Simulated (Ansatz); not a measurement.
Runs of Ansatz 0.2.0 on SnTe. It takes space group F-43m (No. 216, cubic). The conventional cell has a = 7.222 Å, b = 7.222 Å, c = 7.222 Å, α = 90.00°, β = 90.00°, γ = 90.00°. Te (site symmetry -43m) is surrounded by 4 Sn at 3.13 Å. Around Sn (site symmetry -43m) lie 4 Te at 3.13 Å. Measurements of this composition are mostly on another form, of space group No. 225.

```csv
task,level,points for each segment of the path,mesh quality,gap on the mesh (eV),pressure (GPa),V0 of scaled cells (Å³/atom),B0 (GPa)
band structure,HSE06,4,not flagged,0.38,-0.6,-,-
single point,PBE0,-,not flagged,0.96,-0.6,-,-
equation of state,PBE0,-,coarse,-,-,(a),(b)
equation of state,HSE06,-,coarse,-,-,45.92,25
```

Alike in all rows: potentials or basis Ansatz PAW; no spin polarisation; cell as given; k mesh 4 × 4 × 4; cutoff (eV) 420; smearing fermi-dirac 0.05 eV.

Q: Fill in the values left out.

A: (a) 46.04; (b) 27.

Caveats: some runs use coarse meshes; spin-orbit coupling is left out, which moves the levels of the heavy elements (some runs); the PAW data sets come from PBE, with cores solved anew for the run's functional, which leaves a small shift of forces and pressure (some runs); the thresholds are loose for stress (some runs); the PAW data sets were made with another functional, which shifts forces and pressure a little (some runs); the fit is doubtful: noisy points or a state that changes with volume (some runs).

A k mesh can miss the band edges, and the runs leave out spin-orbit coupling on Sn, Te.
